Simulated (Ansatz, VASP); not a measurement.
# Na: VASP beside Ansatz

Contents of run.py:

```python
from ase.calculators.vasp import Vasp
from ase.dft.bandgap import bandgap
from ase.io import read

atoms = read('Na.cif')
calc = Vasp(
    directory='calc',
    xc='lda',
    pp='LDA',
    setups='gw',
    prec='Accurate',
    encut=550,
    ediff=1e-06,
    ismear=0,
    sigma=0.05,
    lreal=False,
    lasph=True,
    nelm=80,
    algo='Normal',
    isif=2,
    lwave=False,
    lcharg=True,
    lelf=True,
    lvhar=True,
    kpts=[9, 9, 9],
    gamma=True,
)
atoms.calc = calc

print('energy (eV):', atoms.get_potential_energy())
print('free energy (eV):', atoms.get_potential_energy(force_consistent=True))
print('forces (eV/A):')
print(atoms.get_forces())
print('stress (eV/A^3, Voigt):', atoms.get_stress())
print('Fermi level (eV):', calc.get_fermi_level())
gap, top, bottom = bandgap(calc)
print('band gap (eV):', gap, 'from (spin, k, band)', top, 'to', bottom)
```

The input Na.cif:

```cif
data_Na
_cell_length_a 3.70832078
_cell_length_b 3.70832078
_cell_length_c 3.70832078
_cell_angle_alpha 109.47122063
_cell_angle_beta 109.47122063
_cell_angle_gamma 109.47122063
_space_group_name_H-M_alt 'P1'
_space_group_name_Hall 'P 1'
_space_group_IT_number 1
loop_
_space_group_symop_operation_xyz
'x,y,z'
loop_
_atom_site_label
_atom_site_type_symbol
_atom_site_symmetry_multiplicity
_atom_site_Wyckoff_symbol
_atom_site_fract_x
_atom_site_fract_y
_atom_site_fract_z
_atom_site_occupancy
Na1 Na 1 a 0.0000000000 0.0000000000 0.0000000000 1
```

input.yaml

```yaml
crystal:
  lattice:
    - [-2.141, 2.141, 2.141]
    - [2.141, -2.141, 2.141]
    - [2.141, 2.141, -2.141]
  atoms:
    - { symbol: Na, position: [0.0, 0.0, 0.0] }
hamiltonian:
  xc: lda
  pseudopotentials: { kind: paw }
kpoints:
  mp_grid: { grid: [9, 9, 9] }
scf:
  occupations: { method: gaussian, width: 0.05 }
output:
  forces: true
  stress: true
  eigenvalues: true
```

Alike in both runs: task single point; functional LDA; k mesh 9 × 9 × 9; occupations gaussian, width 0.05 eV; no spin polarisation.

```csv
,VASP,Ansatz
version,VASP 6.6.1,Ansatz 0.2.0
potentials or method,"VASP PAW LDA potentials, release 64 (Na_sv_GW)",Ansatz PAW
plane-wave cutoff (eV),550,420
valence electrons in the cell,9,9
```

Ansatz gave:

* gap on the k mesh at the Fermi level (eV): none
* pressure (GPa): -1.1

Problem. What did VASP give for the same quantities?

Solution. gap on the k mesh at the Fermi level (eV): none; pressure (GPa): -1.6.

A gap of «none» marks a metal or a gap that the smearing closes.

Caveats: the PAW data sets come from PBE, with cores solved anew for the run's functional, which leaves a small shift of forces and pressure (Ansatz).
